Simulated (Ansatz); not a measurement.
**CaF2 (Fm-3m): G0W0 against its settings**

CaF2 (started from an entry of an open crystallographic database), relaxed with r2SCAN; one-shot G0W0 in Ansatz without spin-orbit coupling. Spin-unpolarised throughout; all numbers are computed.

```
Ca F
1.0
     0.00000    2.71959    2.71959
     2.71959    0.00000    2.71959
     2.71959    2.71959    0.00000
Ca F
1 2
Direct
  0.00000 0.00000 0.00000
  0.25000 0.25000 0.25000
  0.75000 0.75000 0.75000
```

Gaps are read over the mesh points alone. G0W0 here is at a finite number of bands, screening cutoff and k mesh, not at the basis limit.
```tsv
start	potentials	frequency model	mesh	empty bands	screening cutoff (eV)	Kohn-Sham gap (eV)	G0W0 gap (eV)	rough cost
PBE	PAW	contour deformation	4×4×4	65	80	7.38	10.38	5 core-seconds
PBE	PAW	contour deformation	4×4×4	151	140	7.38	10.47	15 core-seconds
PBE	PAW	contour deformation	4×4×4	277	210	7.38	10.62	60 core-seconds
HSE06	PAW	contour deformation	4×4×4	151	140	9.45	11.44	50 core-seconds
LDA	PAW	contour deformation	4×4×4	151	140	7.00	10.50	15 core-seconds
r2SCAN	PAW	contour deformation	4×4×4	151	140	8.03	10.82	18 core-seconds
PBE	PAW	Godby-Needs pole	4×4×4	151	140	7.38	10.47	23 core-seconds
PBE	PAW	contour deformation	6×6×6	65	80	7.38	10.38	30 core-seconds
PBE	norm-conserving	contour deformation	4×4×4	151	140	7.36	10.46	40 core-seconds
```

The quasiparticle gap on this mesh is 10.62 eV (X to Γ), against 7.38 eV from PBE: +3.24 eV. Renormalisation factors Z lie between 0.79 and 0.88.

Raising bands and cutoff together moves the gap by +0.09 eV (80 to 140 eV), then +0.15 eV (140 to 210 eV); the last step is still large, so the basis limit isn't reached. Starting from HSE06 (9.45 eV against PBE's 7.38 eV) gives 11.44 eV, +0.97 eV from G0W0@PBE at the same screening cutoff. Starting from LDA (7.00 eV against PBE's 7.38 eV) gives 10.50 eV, +0.03 eV from G0W0@PBE at the same screening cutoff. Starting from r2SCAN (8.03 eV against PBE's 7.38 eV) gives 10.82 eV, +0.35 eV from G0W0@PBE at the same screening cutoff. The Godby-Needs plasmon pole differs from contour deformation by 0.00 eV. A 6×6×6 mesh in place of 4×4×4 changes the opening over PBE by -0.01 eV (the gap on the mesh by 0.00 eV). Norm-conserving potentials (wave cutoff 1320 eV against 420 eV) shift the quasiparticle gap by -0.01 eV and the PBE gap by -0.02 eV. r2SCAN runs take a wave cutoff of 500 eV.
